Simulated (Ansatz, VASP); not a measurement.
Te in VASP and in Ansatz

Contents of INCAR:

```
SYSTEM = Te
ALGO     = Normal         ! electronic algorithm
EDIFF    = 1E-6           ! SCF threshold, eV
ENCUT    = 520            ! plane-wave cutoff, eV
GGA      = PE             ! functional
ISIF     = 2              ! what is computed and relaxed
ISMEAR   = 0              ! smearing method
LASPH    = .TRUE.         ! aspherical terms in the spheres
LCHARG   = .FALSE.        ! write CHGCAR
LREAL    = .FALSE.        ! projectors in reciprocal space
LWAVE    = .FALSE.        ! write WAVECAR
NBANDS   = 16             ! bands
NELM     = 100            ! most SCF steps
PREC     = Accurate       ! precision mode
SIGMA    = 0.01           ! smearing width, eV
```

The input KPOINTS:

```
k-points
0
G
  6 6 4
  0 0 0
```

File POSCAR:

```
Te
1.0
    4.4209096036      0.0079536349     -0.0423800864
   -2.2035667519      3.8798597804      0.0423726818
   -0.0563703493      0.0325340637      5.9587332325
Te
3
Direct
    0.2819961949      0.0217357072      0.1962195827
    0.0406250642      0.2800747766      0.8234310943
    0.6919897832      0.7202014071      0.4930215623
```

Input for Ansatz:

```yaml
crystal:
  lattice:
    - [4.4209096036, 0.0079536349, -0.0423800864]
    - [-2.2035667519, 3.8798597804, 0.0423726818]
    - [-0.0563703493, 0.0325340637, 5.9587332325]
  atoms:
    - { symbol: Te, position: [0.2819961949, 0.0217357072, 0.1962195827] }
    - { symbol: Te, position: [0.0406250642, 0.2800747766, 0.8234310943] }
    - { symbol: Te, position: [0.6919897832, 0.7202014071, 0.4930215623] }
basis:
  ecutwfc: 420
kpoints:
  mp_grid: { grid: [6, 6, 4] }
hamiltonian:
  xc: pbe
scf:
  occupations: { method: gaussian, width: 0.01 }
output:
  forces: true
  stress: true
  eigenvalues: true
```

Change from the starting cell: kmesh displaced: [6, 6, 4] Gamma-centred.

Alike in both runs: task single point; functional PBE; k mesh 6 × 6 × 4; occupations gaussian, width 0.01 eV; no spin polarisation.

|  | VASP | Ansatz |
| --- | --- | --- |
| version | VASP 6.6.1 | Ansatz 0.2.0 |
| potentials or method | VASP PAW PBE potentials, release 64 (Te) | scalar-relativistic, plane waves, PAW |
| plane-wave cutoff (eV) | 520 | 420 |
| valence electrons in the cell | 18 | 48 |

Ansatz gave:

| Quantity | Value |
| --- | --- |
| gap on the k mesh at the Fermi level (eV) | none |
| pressure (GPa) | 1.3 |
| largest component of the traceless stress (GPa) | 1.00 |
| rms of the force components (eV/Å) | 0.375 |

Task: What did VASP give for the same quantities?

Result: gap on the k mesh at the Fermi level (eV): none; pressure (GPa): 1.3; largest component of the traceless stress (GPa): 1.00; rms of the force components (eV/Å): 0.377.

Atom by atom the forces differ by 0.004 eV/Å (rms over components). A gap of «none» marks a metal or a gap that the smearing closes. With one functional, cell and mesh, what is left measures potentials, basis and numerics. The two sets of potentials don't hold the same shells in valence.

The runs have no spin-orbit coupling, so splittings on Te are missing.
